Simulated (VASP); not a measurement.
**AlGaN2: single point with LDA**

AlGaN2:

```
Al Ga N
1.0
     3.14088    0.00000    0.00000
     0.00000    3.14088    0.00000
     0.00000    0.00000    4.42384
Al Ga N
1 1 2
Direct
  0.50000 0.50000 0.50000
  0.00000 0.00000 0.00000
  0.50000 0.00000 0.73826
  0.00000 0.50000 0.26174
```

The cell comes from a database or a generator and needn't be the stable form of this composition.

- Program: VASP 6.6.1
- Task: single point
- Functional: LDA
- Potentials or basis: VASP PAW LDA potentials, release 64 (Al, Ga_d, N)
- Cutoff: 520 eV
- k mesh: 6 × 6 × 4
- Occupations: gaussian, width 0.1 eV
- Spin: no spin polarisation

```
Pressure               : -4.2 GPa
Largest force          : 0.167 eV/Å
Band gap on the k mesh : 2.87 eV, direct
```

Forces on the atoms (eV/Å):
```
Al   0.000  0.000  0.000
Ga   0.000  0.000  0.000
N    0.000  0.000  0.167
N    0.000  0.000 -0.167
```

Stress tensor (GPa, compression positive):
```
-4.11  0.00  0.00
 0.00 -4.11  0.00
 0.00  0.00 -4.33
```

Levels at points of the mesh, in eV from the valence-band top:
| k point | band 11 | band 12 | band 13 | band 14 | band 15 | band 16 |
| --- | --- | --- | --- | --- | --- | --- |
| (0.00, 0.00, 0.00) | -0.24 | 0.00 | 0.00 | 2.87 | 3.50 | 7.45 |
| (0.50, 0.00, 0.00) | -2.91 | -0.99 | -0.69 | 7.00 | 7.05 | 7.93 |
| (0.50, 0.50, 0.00) | -2.28 | -2.28 | -2.27 | 3.23 | 3.23 | 6.15 |
| (0.00, 0.00, 0.50) | -1.56 | -1.01 | -1.01 | 5.19 | 5.34 | 7.78 |
| (0.50, 0.00, 0.50) | -0.87 | -0.62 | -0.57 | 5.10 | 6.47 | 9.07 |
| (0.50, 0.50, 0.50) | -3.27 | -3.25 | -3.25 | 6.10 | 6.10 | 8.66 |

It took 33 s on 1 thread of Intel(R) Xeon(R) Platinum 8259CL CPU @ 2.50GHz (Skylake/Cascade Lake), with other jobs on the host, peak memory 0.15 GiB.

A k mesh can miss the band edges. LDA gaps usually lie below the measured ones, often by a third to a half.
